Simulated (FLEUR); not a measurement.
# Eu under changes of volume

One of the cells (48.859 Å³/atom); the others are scaled copies at fixed shape and fractional positions:

```
CELL_PARAMETERS angstrom
-2.30300 2.30300 2.30300
2.30300 -2.30300 2.30300
2.30300 2.30300 -2.30300
ATOMIC_POSITIONS crystal
Eu 0.00000 0.00000 0.00000
```

- Program: FLEUR MaX-R8.1 (later development tree)
- Functional: PBE
- Potentials or basis: all-electron
- Basis: FLAPW
- Kmax: 4.1 1/bohr
- k mesh: 8 × 8 × 8
- Occupations: fermi-dirac, width 0.05 eV
- Spin: collinear spin, ferromagnetic start
- Starting moments: [7.0] μB

| volume (Å³/atom) | energy over the lowest point (meV/atom) | moment (μB per cell) |
| --- | --- | --- |
| 45.927 | 0.00 | 7.30 |
| 46.904 | 6.98 | 7.32 |
| 47.882 | 15.02 | 7.34 |
| 48.859 | 23.98 | 7.36 |
| 49.836 | ? | ? |
| 50.813 | 44.56 | 7.39 |
| 51.790 | 56.10 | 7.39 |

Q: What does the run at 49.836 Å³/atom give?

A: Energy over the lowest point 33.78 meV/atom; moment 7.38 μB per cell.

Worked out: A Birch-Murnaghan fit of order 3 (a polynomial in V^(-2/3)) to the other rows has no minimum within the range. It gives 33.85 meV/atom at 49.836 Å³/atom, against the run's 33.78. A parabola through the other rows of the moment, of slope 0.013 μB per Å³/atom there, gives 7.37 μB, against the run's 7.38.

Energies are extrapolated to zero smearing.
